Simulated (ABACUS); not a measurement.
# AlN (P6_3mc) in ABACUS: reference runs

How does AlN come out in PBE? The cell is run as given and disturbed.

Everything below comes from runs of ABACUS 3.10.1. Logs are shortened: lines on timing, memory, paths and dates and some standing lists are left out, and cuts for length are marked.

**Measured values to compare with.**

“Self-assembly of well-separated AlN nanowires directly on sputtered metallic TiN films”, 2019, arxiv:1910.07391 quotes, for a bulk crystal of AlN at 10 K: band gap 6.034 eV (an exciton energy, a little under the gap).

The results are compared with them further down.

## Step 1: The structure

The structure is hexagonal, space group P6_3mc (No. 186). The conventional cell has a = 3.113 Å, b = 3.113 Å, c = 4.981 Å, α = 90.00°, β = 90.00°, γ = 120.00°. Al (site symmetry 3m) has 4 N at 1.89 Å as nearest neighbours. N (site symmetry 3m) is surrounded by 4 Al at 1.89 Å.

## Step 2: Single point, PBE

Input file INPUT:

```
INPUT_PARAMETERS
suffix              AlN
calculation         scf
basis_type          pw
pseudo_dir          ./
symmetry            1
dft_functional      pbe
ecutwfc             84
pseudo_rcut         10
nspin               1
nbands              12
ks_solver           dav
smearing_method     fd
smearing_sigma      0.00367493
scf_thr             1e-08
scf_nmax            100
mixing_type         broyden
mixing_beta         0.7
cal_force           1
cal_stress          1
kpar                4
```

Input file STRU:

```
ATOMIC_SPECIES
Al 26.9815 Al.upf
N 14.0070 N.upf

LATTICE_CONSTANT
1.8897261246

LATTICE_VECTORS
3.1130000000 0.0000000000 0.0000000000
-1.5565000000 2.6959370820 0.0000000000
0.0000000000 0.0000000000 4.9810000000

ATOMIC_POSITIONS
Direct

Al
0.0
2
0.6666666667 0.3333333333 0.5000000000 1 1 1
0.3333333333 0.6666666667 0.0000000000 1 1 1

N
0.0
2
0.6666666667 0.3333333333 0.8800000000 1 1 1
0.3333333333 0.6666666667 0.3800000000 1 1 1
```

Input file KPT:

```
K_POINTS
0
Gamma
10 10 6 0 0 0
```

Potentials or basis: PseudoDojo NC SR 0.4.1 PBE standard, plane waves.

The run is started by

```sh
$ OMP_NUM_THREADS=1 mpirun -np 4 abacus > log
```

running log:

```text
ABACUS v3.10.1

               Atomic-orbital Based Ab-initio Computation at UStc

 ------------------------------------------------------------------------------------

 READING GENERAL INFORMATION
                           global_out_dir = OUT.AlN/
                           global_in_card = INPUT
                               pseudo_dir = ./
                              orbital_dir =
                                    DSIZE = 4
                                    GSIZE = 1

 READING UNITCELL INFORMATION
                                    ntype = 2
                  lattice constant (Bohr) = 1.88973
              lattice constant (Angstrom) = 1

 READING ATOM TYPE 1
                               atom label = Al
                      L=0, number of zeta = 1
                      L=1, number of zeta = 1
                      L=2, number of zeta = 1
             number of atom for this type = 2

 READING ATOM TYPE 2
                               atom label = N
                      L=0, number of zeta = 1
                      L=1, number of zeta = 1
                      L=2, number of zeta = 1
             number of atom for this type = 2

                        TOTAL ATOM NUMBER = 4
DIRECT COORDINATES
    atom                   x                   y                   z     mag                  vx                  vy                  vz
taud_Al1            0.6666666667        0.3333333333        0.5000000000  0.0000        0.0000000000        0.0000000000        0.0000000000
taud_Al2            0.3333333333        0.6666666667        0.0000000000  0.0000        0.0000000000        0.0000000000        0.0000000000
taud_N1            0.6666666667        0.3333333333        0.8800000000  0.0000        0.0000000000        0.0000000000        0.0000000000
taud_N2            0.3333333333        0.6666666667        0.3800000000  0.0000        0.0000000000        0.0000000000        0.0000000000

                          Volume (Bohr^3) = 282.099
                             Volume (A^3) = 41.8028

 Lattice vectors: (Cartesian coordinate: in unit of a_0)
               +3.113                  +0                  +0
              -1.5565            +2.69594                  +0
                   +0                  +0              +4.981
 Reciprocal vectors: (Cartesian coordinate: in unit of 2 pi/a_0)
            +0.321234           +0.185464                  -0
                   -0           +0.370929                  -0
                   +0                  -0           +0.200763
 The esolver type has been set to : ksdft_pw

[... 211 lines left out ...]
       max mesh points in Pseudopotential = 1001
     dq(describe PAO in reciprocal space) = 0.01
                                    max q = 1104

 number of pseudo atomic orbitals for Al is 2
WARNING: norm of atomic wavefunction # 1 of atomic type Al is 0.99999, renormalized
WARNING: norm of atomic wavefunction # 2 of atomic type Al is 0.998797, renormalized

 number of pseudo atomic orbitals for N is 2
WARNING: norm of atomic wavefunction # 2 of atomic type N is 0.999999, renormalized

 -------------------------------------------
 SELF-CONSISTENT
 -------------------------------------------
                                 init_chg = atomic

 PW ALGORITHM --------------- ION=   1  ELEC=   1--------------------------------

 Density error is 1.1456361278
                          Error Threshold = 0.01
----------------------------------------------------------
     Energy           Rydberg                 eV
----------------------------------------------------------
 E_KohnSham     -50.7627442378       -690.6625677511
 E_Harris       -46.0962327949       -627.1714223453
 E_Fermi        0.5547769257         7.5481273090
----------------------------------------------------------
[... 99 lines left out ...]
 Density error is 2.93711723766e-09
                          Error Threshold = 4.24455987488e-10
----------------------------------------------------------
     Energy           Rydberg                 eV
----------------------------------------------------------
 E_KohnSham     -51.1771577392       -696.3009526981
 E_KS(sigma->0) -51.1771577392       -696.3009526981
 E_Harris       -51.1773719429       -696.3038670888
 E_band         2.2149468937         30.1358985212
 E_one_elec     -2.0717564404        -28.1876924574
 E_Hartree      11.3776868428        154.8013711217
 E_xc           -16.9966398572       -231.2511489121
 E_Ewald        -43.4864482844       -591.6634824502
 E_entropy(-TS) -0.0000000000        -0.0000000000
 E_descf        0.0000000000         0.0000000000
 E_exx          0.0000000000         0.0000000000
 E_Fermi        0.6207923210         8.4463128406
----------------------------------------------------------

 charge density convergence is achieved
 final etot is -696.3009527 eV
 EFERMI = 8.4463128406 eV

 STATE ENERGY(eV) AND OCCUPATIONS    NSPIN == 1
 1/14 kpoint (Cartesian) = 0.0000 0.0000 0.0000 (3693 pws)
       1       -8.03870     0.00333333
       2       -5.88793     0.00333333
       3        1.13190     0.00333333
       4        6.27494     0.00333333
       5        6.27494     0.00333333
       6        6.92615     0.00333333
       7        6.92615     0.00333333
       8        7.10618     0.00333333
       9        11.3270    3.17391e-28
      10        13.7821    1.50213e-49
      11        17.6974    1.47405e-83
      12        18.2973    9.08035e-89
[... 57 lines left out ...]
 6/14 kpoint (Cartesian) = 0.16062 0.27820 0.0000 (3658 pws)
       1       -6.07539      0.0100000
       2       -5.38042      0.0100000
       3        1.68863      0.0100000
       4        2.97770      0.0100000
       5        3.77727      0.0100000
       6        5.04456      0.0100000
       7        5.33983      0.0100000
       8        6.44769      0.0100000
       9        12.9320    1.09091e-41
      10        12.9503    7.55981e-42
      11        15.3156    2.16015e-62
      12        17.4017    1.64008e-80

[... levels at 8 further k points ...]

------------------------------------------------------------------------------------------
 TOTAL-FORCE (eV/Angstrom)
------------------------------------------------------------------------------------------
                       Al1         0.0000000000         0.0000000000        -0.1305189880
                       Al2         0.0000000000         0.0000000000        -0.1305189880
                        N1         0.0000000000         0.0000000000         0.1305189880
                        N2         0.0000000000         0.0000000000         0.1305189880
------------------------------------------------------------------------------------------

----------------------------------------------------------------
 TOTAL-STRESS (KBAR)
----------------------------------------------------------------
        28.0231879137         0.0000000000         0.0000000000
         0.0000000000        28.0231879134         0.0000000000
         0.0000000000         0.0000000000        44.4555700454
----------------------------------------------------------------
 TOTAL-PRESSURE: 33.500649 KBAR

 --------------------------------------------
 !FINAL_ETOT_IS -696.3009526980951023 eV
 --------------------------------------------
```

stdout:

```text
96
                              ABACUS v3.10.1

               Atomic-orbital Based Ab-initio Computation at UStc

 UNIFORM GRID DIM        : 36 * 36 * 60
 UNIFORM GRID DIM(BIG)   : 36 * 36 * 60
[... 28 lines left out ...]
 DA10    -6.96300953e+02  -2.76308487e-07   2.9371e-09   1.69
----------------------------------------------------------------
 TOTAL-STRESS (KBAR)
----------------------------------------------------------------
        28.0231879137         0.0000000000         0.0000000000
         0.0000000000        28.0231879134         0.0000000000
         0.0000000000         0.0000000000        44.4555700454
----------------------------------------------------------------
 TOTAL-PRESSURE: 33.500649 KBAR
```

It took 18 s on 4 MPI ranks of Intel Xeon Platinum 8259CL at 2.50GHz (Skylake/Cascade Lake), shared host; peak memory 0.36 GiB.

What came out:

```
Free energy            : -696.3010 eV
Pressure               : 3.4 GPa
Largest force          : 0.131 eV/Å
Band gap on the k mesh : 4.22 eV, direct
```

Forces in eV/Å, atoms in the order of the input:
```
Al   0.000  0.000 -0.131
Al   0.000  0.000 -0.131
N    0.000  0.000  0.131
N    0.000  0.000  0.131
```

Caveat: there are fewer bands than atomic start orbitals, so a level may be missed at k points of high symmetry.

## Step 3: Single point, PBE (atoms moved at random, drawn with an rms of 0.05 Å)

INPUT is that of step 2.

Input file STRU:

```
ATOMIC_SPECIES
Al 26.9815 Al.upf
N 14.0070 N.upf

LATTICE_CONSTANT
1.8897261246

LATTICE_VECTORS
3.1130000000 0.0000000000 0.0000000000
-1.5565000000 2.6959370820 0.0000000000
0.0000000000 0.0000000000 4.9810000000

ATOMIC_POSITIONS
Direct

Al
0.0
2
0.6648880000 0.3374970000 0.5017330000 1 1 1
0.3259010000 0.6703850000 -0.0061290000 1 1 1

N
0.0
2
0.6406570000 0.3163710000 0.8687530000 1 1 1
0.3268930000 0.6631110000 0.3751070000 1 1 1
```

KPT is that of step 2.

Potentials or basis: PseudoDojo NC SR 0.4.1 PBE standard, plane waves.

The run is started by

```sh
$ OMP_NUM_THREADS=1 mpirun -np 4 abacus > log
```

Run time: 82 s. Hardware: 4 MPI ranks of Intel Xeon Platinum 8259CL at 2.50GHz (Skylake/Cascade Lake), shared host; peak memory 0.6 GiB.

The run converged. Its results:

- Free energy: -696.2276 eV
- Pressure: 4.1 GPa
- Largest force: 1.409 eV/Å
- Band gap on the k mesh: 4.24 eV, direct

Forces on the atoms (eV/Å):
```
Al  -0.092 -0.315 -1.279
Al  -0.228 -0.802  0.143
N    0.333  0.864  1.063
N   -0.014  0.253  0.073
```

Stress tensor (GPa, compression positive):
```
 0.48 -0.90 -0.53
-0.90  3.40 -1.84
-0.53 -1.84  8.28
```

Levels at points of the mesh, in eV from the valence-band top:
```
           k point  band 6  band 7  band 8  band 9
(0.00, 0.00, 0.00)   -0.12   -0.07    0.00    4.24
(0.50, 0.00, 0.00)   -2.05   -1.65   -0.59    5.62
(0.00, 0.50, 0.00)   -1.98   -1.86   -0.56    5.82
(0.50, 0.50, 0.00)   -2.01   -1.81   -0.57    5.83
(0.00, 0.00, 0.50)   -0.46   -0.35   -0.25    6.39
(0.50, 0.00, 0.50)   -1.49   -1.31   -1.19    5.36
(0.00, 0.50, 0.50)   -1.39   -1.26   -1.22    5.25
(0.50, 0.50, 0.50)   -1.41   -1.25   -1.18    5.27
```

Caveat: there are fewer bands than atomic start orbitals, so a level may be missed at k points of high symmetry. A k mesh can miss the band edges.

## Step 4: Against experiment

Step 2. A measured gap of AlN is 6.034 eV (an exciton energy, a little under the gap; 10 K; quoted in “Self-assembly of well-separated AlN nanowires directly on sputtered metallic TiN films”, 2019, arxiv:1910.07391); the calculated 4.22 eV misses it by -1.81 eV. 2 values of this kind are on record (6.034 to 6.0343 eV); this one was drawn at random. The value is that of PBE on a finite k mesh, which can miss the band edges, without temperature or zero-point motion. Semilocal functionals fall short of measured gaps as a rule.
